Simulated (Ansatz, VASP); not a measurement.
Given: the input of a run of VASP 6.6.1 on Ru (Ruthenium). 

File INCAR:

```
SYSTEM = Ru
ALGO     = Fast           ! electronic algorithm
EDIFF    = 1E-7           ! SCF threshold, eV
EDIFFG   = -0.02          ! ionic threshold
ENCUT    = 600            ! plane-wave cutoff, eV
GGA      = RE             ! functional
IBRION   = 2              ! ionic algorithm
ISIF     = 3              ! what is computed and relaxed
ISMEAR   = -1             ! smearing method
LASPH    = .True.         ! aspherical terms in the spheres
LCHARG   = .False.        ! write CHGCAR
LREAL    = .False.        ! projectors in reciprocal space
LWAVE    = .False.        ! write WAVECAR
NELM     = 100            ! most SCF steps
NSW      = 40             ! ionic steps
PREC     = Accurate       ! precision mode
SIGMA    = 0.05           ! smearing width, eV
```

Contents of KPOINTS:

```
k-points
0
Gamma
  11 11 6
  0 0 0
```

Contents of POSCAR:

```
Ru
1.0
    2.7058000000      0.0000000000      0.0000000000
   -1.3529000000      2.3432915376      0.0000000000
    0.0000000000      0.0000000000      4.2819000000
Ru
2
Direct
    0.6666666667      0.3333333333      0.7500000000
    0.3333333333      0.6666666667      0.2500000000
```

Potentials or basis: VASP PAW PBE potentials, release 64 (Ru_pv).

Run with:

```console
$ cat potpaw_PBE.64/Ru_pv/POTCAR > POTCAR
$ mpirun -np 1 vasp_std > vasp.out
```

Question: Set up the same calculation for Ansatz 0.2.0. Potentials or basis there: all-electron LAPW, scalar-relativistic.

Answer: As run (cutoffs and basis follow the program's own potentials, and thresholds, step limits or extra output files can differ):

The input input.yaml:

```yaml
crystal:
  lattice:
    - [2.7058, 0.0, 0.0]
    - [-1.3529, 2.3432915376, 0.0]
    - [0.0, 0.0, 4.2819]
  atoms:
    - { symbol: Ru, position: [0.6666666667, 0.3333333333, 0.75] }
    - { symbol: Ru, position: [0.3333333333, 0.6666666667, 0.25] }
kpoints:
  mp_grid: { grid: [11, 11, 6] }
scf:
  occupations: { method: fermi_dirac, width: 0.05 }
hamiltonian:
  xc: revpbe
  pseudopotentials: { kind: all_electron, lapw: { basis_error: 0.001 } }
output:
  forces: true
  stress: true
relax:
  f_tol: 0.02
  max_steps: 60
  cell: {}
```

Potentials or basis: all-electron LAPW, scalar-relativistic.

Run with:

```bash
$ ansatz run input.yaml --threads 1 --pin off --max-ram 3072MiB --backend cpu --events-out ev --progress --plain --runs-dir out
```

Both were run:

|  | VASP | Ansatz |
| --- | --- | --- |
| Relaxed volume | 13.90 Å³/atom | 13.91 Å³/atom |
| Relaxed cell | a = 2.729 Å, b = 2.729 Å, c = 4.312 Å, α = 90.00°, β = 90.00°, γ = 120.00° | a = 2.729 Å, b = 2.729 Å, c = 4.313 Å, α = 90.00°, β = 90.00°, γ = 120.00° |
| Space group after relaxing | P6_3/mmc (No. 194) | P6_3/mmc (No. 194) |
| Pressure after relaxing | 0.0 GPa | 0.0 GPa |

VASP's potentials were made for PBE.

Where Ansatz's input types no cutoff or centring, it takes its own default and a Γ-centred mesh.

Pressure is positive in compression.
